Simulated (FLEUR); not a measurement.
Runs of FLEUR MaX-R8.1 (later development tree) on CdSe (Cadmoselite). The structure is hexagonal, space group P6_3mc (No. 186). The conventional cell has a = 4.300 Å, b = 4.300 Å, c = 7.020 Å, α = 90.00°, β = 90.00°, γ = 120.00°. Cd (site symmetry 3m) is surrounded by 4 Se at 2.61 to 2.70 Å. Around Se (site symmetry 3m) lie 4 Cd at 2.61 to 2.70 Å. 

```csv
task,level,gmax,muffin-tin radii,lmax,max iterations,mixing factor,kmax,gap on the mesh (eV)
band structure,revPBE,14.5 1/bohr,"Cd 2.47, Se 2.1 bohr","Cd 10, Se 8",60,0.05,4.67 1/bohr,0.83
band structure,PW91,14.5 1/bohr,"Cd 2.47, Se 2.1 bohr","Cd 10, Se 8",60,0.05,4.67 1/bohr,(a)
band structure,PBE,22.5 1/bohr,"Cd 2.47, Se 2.1 bohr","Cd 9, Se 8",60,0.05,4.5 1/bohr,0.70
band structure,PBE,20 1/bohr,"Cd 2.47, Se 2.1 bohr","Cd 7, Se 6",60,0.05,4 1/bohr,0.70
band structure,PBE,17.5 1/bohr,"Cd 2.47, Se 2.1 bohr","Cd 9, Se 7",60,0.05,3.5 1/bohr,0.70
band structure,LDA (Wigner correlation),14.5 1/bohr,"Cd 2.47, Se 2.1 bohr","Cd 10, Se 8",60,0.05,4.67 1/bohr,0.36
```

Alike in all rows: potentials or basis all-electron, FLAPW; no spin polarisation; cell as given; k mesh 7 × 7 × 4; smearing fermi-dirac 0.05 eV.

**Question.** Estimate the missing entries.

**Answer.** (a) 0.66.

A k mesh can miss the band edges, and the runs leave out spin-orbit coupling on Cd, Se.
